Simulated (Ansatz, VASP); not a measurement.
# Cross-check of C between VASP and Ansatz, part 2 of 2

Aim: how closely do two programs agree when they are given the same cell, functional and k mesh? The cell is taken from a series of runs on this material, whose earlier steps may have relaxed, scaled, displaced or heated it; both programs get it as it stands.

VASP 6.6.1 and Ansatz 0.2.0.

So far: Starting point; Ansatz: single point, HSE06 with D3(BJ).

## (3) VASP: single point, HSE06 with D3(BJ)

Level of this step: HSE06 with D3(BJ); plane waves and PAW (C) (VASP).

The same cell, functional and mesh now go to VASP, with its own data sets.

Lines of VASP's logs that name or quote its potential files are left out, and so is its time.

The run reads the wave functions of an earlier VASP run, which isn't shown here.

File INCAR:

```
SYSTEM = C
PREC = Accurate
ENCUT = 520
EDIFF = 1E-06
NELM = 100
ISMEAR = 0
SIGMA = 0.01
LREAL = .FALSE.
ALGO = Normal
LHFCALC = .TRUE.
AEXX = 0.25
GGA = PE
HFSCREEN = 0.208
IVDW = 12
VDW_S6 = 1
VDW_S8 = 2.31
VDW_A1 = 0.383
VDW_A2 = 5.685
LASPH = .TRUE.
NBANDS = 24
PRECFOCK = Fast
LORBIT = 11
LWAVE = .FALSE.
LCHARG = .FALSE.
KPAR = 8
ISIF = 2
```

File POSCAR:

```
C
1.0
    2.4600000000      0.0000000000      0.0000000000
   -1.2300000000      2.1304224933      0.0000000000
    0.0000000000     -1.4202816622     17.5833333333
C
8
Direct
    0.2400284360      0.4800568720      0.7200853081
    0.7647109005      0.5294218009      0.2941327014
    0.0977061611      0.1954123223      0.2931184834
    0.9070331754      0.8140663507      0.7210995261
    0.0338104265      0.0676208531      0.1014312796
    0.9709289100      0.9418578199      0.9127867299
    0.3678199052      0.7356398104      0.1034597156
    0.6369194313      0.2738388626      0.9107582938
```

File KPOINTS:

```
Automatic mesh
0
Gamma
5 5 5
0 0 0
```

Potentials, in the order of the species: C (PBE family, release 64).

The run is started by

```console
$ mpirun -np 8 vasp_std
```

Numbers of over 12 decimals in the logs are rounded to 6 here.

Log:

```text
[banner, memory and clock lines left out]
running    8 mpi-ranks, on    1 nodes
 distrk:  each k-point on    1 cores,    8 groups
 distr:  one band on    1 cores,    1 groups

 POSCAR found type information on POSCAR C
 POSCAR found :  1 types and       8 ions
|                                                                             |
|           W    W    AA    RRRRR   N    N  II  N    N   GGGG   !!!           |
|           W    W   A  A   R    R  NN   N  II  NN   N  G    G  !!!           |
|           W    W  A    A  R    R  N N  N  II  N N  N  G       !!!           |
|           W WW W  AAAAAA  RRRRR   N  N N  II  N  N N  G  GGG   !            |
|           WW  WW  A    A  R   R   N   NN  II  N   NN  G    G                |
|           W    W  A    A  R    R  N    N  II  N    N   GGGG   !!!           |
|                                                                             |
|     For optimal performance we recommend to set                             |
|       NCORE = 2 up to number-of-cores-per-socket                            |
|     NCORE specifies how many cores store one orbital (NPAR=cpu/NCORE).      |
|     This setting can greatly improve the performance of VASP for DFT.       |
|     The default, NCORE=1 might be grossly inefficient on modern             |
|     multi-core architectures or massively parallel machines. Do your        |
|     Unfortunately you need to use the default for GW and RPA                |
|     calculations (for HF NCORE is supported but not extensively tested      |
|     yet).                                                                   |
|                                                                             |

 LDA part: xc-table for (Slater+PW92), standard interpolation
 found WAVECAR, reading the header
 POSCAR, INCAR and KPOINTS ok, starting setup
 FFT: planning ... GRIDC
 FFT: planning ... GRID_SOFT
 FFT: planning ... GRID
 reading WAVECAR
 the WAVECAR file was read successfully
 initial charge from wavefunction
 entering main loop
       N       E                     dE             d eps       ncg     rms          rms(c)
DAV:   1    -0.845187562245E+02   -0.84519E+02   -0.97798E-01  1040   0.651E+00    0.142E+00
DAV:   2    -0.845186729794E+02    0.83245E-04   -0.13333E-02  1232   0.704E-01    0.891E-01
DAV:   3    -0.845156246436E+02    0.30483E-02   -0.26120E-03  1096   0.301E-01    0.487E-01
DAV:   4    -0.845148667277E+02    0.75792E-03   -0.93273E-04  1208   0.181E-01    0.255E-01
DAV:   5    -0.845146867107E+02    0.18002E-03   -0.21211E-04  1208   0.887E-02    0.134E-01
DAV:   6    -0.845146425516E+02    0.44159E-04   -0.44250E-05  1200   0.418E-02    0.717E-02
DAV:   7    -0.845146355256E+02    0.70260E-05   -0.95925E-06  1168   0.200E-02    0.389E-02
DAV:   8    -0.845146389654E+02   -0.34399E-05   -0.23143E-06  1016   0.101E-02    0.219E-02
DAV:   9    -0.845146439844E+02   -0.50190E-05   -0.82901E-07   856   0.668E-03    0.121E-02
DAV:  10    -0.845146513117E+02   -0.73273E-05   -0.47357E-07   824   0.491E-03    0.680E-03
DAV:  11    -0.845146571963E+02   -0.58846E-05   -0.25731E-07   824   0.384E-03    0.382E-03
DAV:  12    -0.845146638215E+02   -0.66252E-05   -0.22435E-07   784   0.349E-03    0.226E-03
DAV:  13    -0.845146699069E+02   -0.60854E-05   -0.19434E-07   776   0.320E-03    0.143E-03
DAV:  14    -0.845146759730E+02   -0.60661E-05   -0.18050E-07   768   0.304E-03    0.102E-03
DAV:  15    -0.845146831729E+02   -0.72000E-05   -0.26718E-07   776   0.309E-03    0.823E-04
DAV:  16    -0.845146884209E+02   -0.52479E-05   -0.19050E-07   760   0.278E-03    0.712E-04
DAV:  17    -0.845146918258E+02   -0.34050E-05   -0.10789E-07   776   0.246E-03    0.634E-04
DAV:  18    -0.845146940068E+02   -0.21809E-05   -0.62287E-08   776   0.221E-03    0.570E-04
DAV:  19    -0.845146954261E+02   -0.14193E-05   -0.39519E-08   784   0.202E-03    0.513E-04
DAV:  20    -0.845146964264E+02   -0.10004E-05   -0.28599E-08   792   0.186E-03    0.463E-04
DAV:  21    -0.845146971530E+02   -0.72652E-06   -0.21703E-08   832   0.171E-03
   1 F= -.85519555E+02 E0= -.85519555E+02  d E =-.257349E-83
```

Parts of OUTCAR (step 3):

```text
ion  position               nearest neighbor table
   1  0.240  0.480  0.720-   4 1.42   4 1.42   4 1.42
   2  0.765  0.529  0.294-   3 1.42   3 1.42   3 1.42
   3  0.098  0.195  0.293-   2 1.42   2 1.42   2 1.42
   4  0.907  0.814  0.721-   1 1.42   1 1.42   1 1.42
   5  0.034  0.068  0.101-   7 1.42   7 1.42   7 1.42
   6  0.971  0.942  0.913-   8 1.42   8 1.42   8 1.42
   7  0.368  0.736  0.103-   5 1.42   5 1.42   5 1.42
   8  0.637  0.274  0.911-   6 1.42   6 1.42   6 1.42

  LATTYP: Found a trigonal (rhomboedric) cell.
 ALAT       =    17.6406012117
 COS(alpha) =     0.9902767052

 Subroutine GETGRP returns: Found 12 space group operations
 (whereof  6 operations were pure point group operations)

The static configuration has the point symmetry C_3v.
 The point group associated with its full space group is D_3d.

 Found     19 irreducible k-points:

   k-points           NKPTS =     19   k-points in BZ     NKDIM =    125   number of bands    NBANDS=     24

   dimension x,y,z NGX =    18 NGY =   18 NGZ =  140
   dimension x,y,z NGXF=    36 NGYF=   36 NGZF=  280

   ENCUT  =  520.0 eV  38.22 Ry    6.18 a.u.   4.57  4.57 32.80*2*pi/ulx,y,z

   NELECT =      32.0000    total number of electrons

 k-points in reciprocal lattice and weights: Automatic mesh
   0.00000000  0.00000000  0.00000000       0.008
   0.20000000 -0.00000000 -0.00000000       0.048
   0.40000000 -0.00000000 -0.00000000       0.048
   0.00000000  0.20000000 -0.00000000       0.048
   0.20000000  0.20000000 -0.00000000       0.096
   0.40000000  0.20000000 -0.00000000       0.096
  -0.40000000  0.20000000  0.00000000       0.048
   0.00000000  0.40000000 -0.00000000       0.048
   0.20000000  0.40000000 -0.00000000       0.048
[...]
0.00000000  0.00000000  0.40000000       0.016
   0.20000000 -0.00000000  0.40000000       0.048

  exchange ACFDT corr.  =         0.00000000  see jH, gK, PRB 81, 115126

 average (electrostatic) potential at core
       1 -49.0963       2 -49.0963       3 -49.1216       4 -49.1216       5 -49.1597
       6 -49.1597       7 -49.1090       8 -49.1090

 E-fermi :   1.0912

 k-point     1 :       0.0000    0.0000    0.0000
  band No.  band energies     occupation
    ...
     12      -1.4385      2.00000
     13      -1.4247      2.00000
     14      -1.4247      2.00000
     15      -1.4239      2.00000
     16      -1.4239      2.00000
     17       5.9919      0.00000
     18       7.4682      0.00000
     19       7.9080      0.00000
     20      10.4896      0.00000
     21      11.4193      0.00000
    ...

 k-point     2 :       0.2000   -0.0000   -0.0000
  band No.  band energies     occupation
    ...
     12      -4.2091      2.00000
     13      -3.0694      2.00000
     14      -3.0508      2.00000
     15      -3.0326      2.00000
     16      -3.0270      2.00000
     17       7.2871      0.00000
     18       8.6701      0.00000
     19       9.1165      0.00000
     20      11.3527      0.00000
     21      11.5809      0.00000
    ...

 k-point     3 :       0.4000   -0.0000   -0.0000
  band No.  band energies     occupation
    ...
     12      -4.8381      2.00000
     13      -2.2688      2.00000
     14      -1.8624      2.00000
     15      -1.3753      2.00000
     16      -0.9570      2.00000
     17       5.8711      0.00000
     18       6.1109      0.00000
     19       6.4892      0.00000
     20       6.7973      0.00000
     21      10.7431      0.00000
    ...

 Edisp (eV)   -1.00486

  Total      -2.03109    -2.03109    -0.26567     0.00000    -0.00000     0.00000
  in kB     -35.31333   -35.31333    -4.61905     0.00000    -0.00000     0.00000
  external pressure =      -25.08 kB  Pullay stress =        0.00 kB

  energy-cutoff  :      520.00
  volume of cell :       92.15
      direct lattice vectors                 reciprocal lattice vectors
     2.460000000  0.000000000  0.000000000     0.406504065  0.234695231  0.018957346
    -1.230000000  2.130422493  0.000000000     0.000000000  0.469390463  0.037914692
     0.000000000 -1.420281662 17.583333333     0.000000000  0.000000000  0.056872038

 POSITION                                       TOTAL-FORCE (eV/Angst)
 -----------------------------------------------------------------------------------
      0.00000     -0.00000     12.66150        -0.000000      0.000000      0.325910
      1.23000      0.71014      5.17183         0.000000     -0.000000     -0.325910
     -0.00000      0.00000      5.15400         0.000000      0.000000      0.320778
      1.23000      0.71014     12.67933        -0.000000     -0.000000     -0.320778
     -0.00000      0.00000      1.78350         0.000000      0.000000      0.647718
      1.23000      0.71014     16.04983         0.000000     -0.000000     -0.647718
      0.00000      1.42028      1.81917        -0.000000     -0.000000     -0.652130
      1.23000     -0.71014     16.01417         0.000000      0.000000      0.652130
 -----------------------------------------------------------------------------------
    total drift:                                0.000002      0.000012      0.000004

  FREE ENERGIE OF THE ION-ELECTRON SYSTEM (eV)
  ---------------------------------------------------
  free  energy   TOTEN  =       -85.5195548159 eV

  energy  without entropy=      -85.5195548159  energy(sigma->0) =      -85.51955482

 total charge
# of ion       s       p       d       tot
------------------------------------------
    1        0.869   1.789   0.000   2.658
    2        0.869   1.789   0.000   2.658
    3        0.870   1.786   0.000   2.656
    4        0.870   1.786   0.000   2.656
    5        0.870   1.783   0.000   2.654
    6        0.870   1.783   0.000   2.654
    7        0.869   1.789   0.000   2.658
    8        0.869   1.789   0.000   2.658
--------------------------------------------------
tot          6.956  14.294   0.000  21.250

[... 3 further parts left out ...]
```

The run ends at a pressure of -2.51 GPa, with forces up to 0.65 eV/Å.

## (4) Comparison

Known differences besides the potentials themselves: exact exchange at q = 0 is treated differently, which shows on coarse meshes; VASP keeps PBE cores, Ansatz makes them for the functional; fixed occupations in Ansatz, narrow Gaussian smearing in VASP; the cutoff is 650 eV in Ansatz and 520 eV in VASP; VASP takes a coarser grid for exact exchange (PRECFOCK = Fast). Total energies have different zeros and are not compared.

Both answers:

```tsv
quantity	Ansatz	VASP	difference
gap on the k mesh (eV)	3.150	3.158	-0.008
```

A gap on the mesh is an upper bound, since the band edges may lie between its points.

## (5) Summary of results

| Property | Result |
| --- | --- |
| difference in gap on the k mesh (single point, HSE06 with D3(BJ)) | -0.0077 eV |

**Reading.** The difference in gap on the k mesh is -0.0077 eV (single point, HSE06 with D3(BJ)), within the 0.08 eV picked in this series as the mark of a large difference. How closely two codes agree says nothing of how well the functional describes the real material.

[Lines on the potential files, build, host, timing and source positions are cut from VASP's logs without a mark.]

[Logs are printed without paths, hosts, clocks, repeated set-up lines and the standing remarks that a program may print on its own settings, such as how far it seeks lower states.]

[Hosts, paths, dates, database ids (printed as entryN), source tags and the programs' standing remarks are cut or masked in the printed files.]
